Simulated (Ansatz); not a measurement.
Fe:

```
Fe
1.0
    -1.44300    1.44300    1.44300
     1.44300   -1.44300    1.44300
     1.44300    1.44300   -1.44300
Fe
1
Direct
  0.00000 0.00000 0.00000
```

Base run:

```yaml
Program: Ansatz 0.2.0
Functional: rPW86-PBE
Potentials_or_basis: Ansatz PAW
Cutoff: "420 eV (not typed: the program's choice for these potentials)"
k_mesh: 13 × 13 × 13
Occupations: fermi-dirac, width 0.05 eV
Spin: collinear spin, ferromagnetic start
Starting_moments: "[3.0] μB"
```

Its results: band gap on the k mesh none (metal or under the smearing width); pressure -4.7 GPa; net moment 2.14 μB per cell; site moments Fe +2.21 μB.

Question: The run is repeated on the same cell with these changes: functional from rPW86-PBE to LDA; potentials or basis from Ansatz PAW to JTH PAW LDA; cutoff from 420 eV (not typed: the program's choice for these potentials) to 1320 eV. What comes out?

Answer: Band gap on the k mesh none (metal or under the smearing width); pressure -26.2 GPa; net moment 2.21 μB per cell; site moments Fe +2.23 μB.

Caveats: the PAW data sets come from PBE, with cores solved anew for the run's functional, which leaves a small shift of forces and pressure (some runs); so large a pressure means that the cell lies far from this level's equilibrium, or that cutoff or potentials fall short (some runs).
